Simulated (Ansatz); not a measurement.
NbC: energy less free atoms and pressure against volume scale

Periodic Kohn-Sham DFT of a crystal at fixed atoms, scaled to volume_scale times the given cell; pressure positive in compression, energy less spherical unpolarised free atoms, largest_vzz the field gradient of largest size among the nuclei. The results are calculated, by Ansatz 0.2.0.

The cell before it is scaled or strained (space group Fm-3m, No. 225):
```
cell vectors (Å)
   0.0000     2.2000     2.2000
   2.2000     0.0000     2.2000
   2.2000     2.2000     0.0000
atoms (fractions of the cell vectors)
Nb  0.00000  0.00000  0.00000
C   0.50000  0.50000  0.50000
```

Settings of every row: method all-electron LAPW; functional PBE; relativity scalar; k mesh 14x14x14; filling fermi-dirac; smearing width 0.05 eV; basis error target 1 meV/atom; nucleus gaussian.

Atom start moment: 0 on all atoms.

| row | volume scale | V (Å³/atom) | energy less free atoms (eV/atom) | pressure (GPa) |
| --- | --- | --- | --- | --- |
| 1 | 0.9405 | 10.014 | -10.086 | 45.716 |
| 2 | 0.97 | 10.329 | -10.1615 | 31.716 |
| 3 | 1 | 10.648 | -10.2122 | 19.439 |
| 4 | 1.03 | 10.967 | -10.2402 | 8.859 |
| 5 | 1.06 | 11.287 | ? | ? |

Question: what energy less free atoms and pressure should row 5 give?

Worked fit of energy less free atoms. Take u = (V_r/V)^(2/3) − 1 with V_r = 10.489 Å³ an atom, which is twice the finite (Eulerian) strain; such expansions in the strain, on which the Birch-Murnaghan equation of state is built, carry the rest volume and the bulk modulus. The shown rows have u = 0.03138, 0.0103, -0.00998, -0.02927. Least squares give energy less free atoms = −10.18995 + 2.4874 × u + 26.314 × u² eV/atom; a straight line predicts inner rows, each left out in turn, worse (root mean square 0.015 against 9.4e-05 eV/atom). All shown rows lie on it to the printed digit. The withheld row has u = -0.04771, so the fit gives −10.18995 + 2.4874 × (-0.04771) + 26.314 × (-0.04771)² = -10.2487 eV/atom.

The calculation gave -10.2485 eV/atom. The fit lies 0.0002 eV/atom (0.12 % of the column's range) below it; its largest miss of a shown row is 0.0000 eV/atom. This row lies beyond the range of the fit.

Worked fit of pressure. Take u = (V_r/V)^(2/3) − 1 with V_r = 10.489 Å³ an atom, which is twice the finite (Eulerian) strain; such expansions in the strain, on which the Birch-Murnaghan equation of state is built, carry the rest volume and the bulk modulus. The shown rows have u = 0.03138, 0.0103, -0.00998, -0.02927. Least squares give pressure = 25.3338 + 604.708 × u + 1428.94 × u² GPa; a straight line predicts inner rows, each left out in turn, worse (root mean square 0.83 against 0.0047 GPa). The rows lie off it by -0.001, 0.002, -0.002, 0.001. The withheld row has u = -0.04771, so the fit gives 25.3338 + 604.708 × (-0.04771) + 1428.94 × (-0.04771)² = -0.264 GPa.

The calculation gave -0.262 GPa. The fit lies 0.002 GPa (0.0043 % of the column's range) below it; its largest miss of a shown row is 0.002 GPa. This row lies beyond the range of the fit.
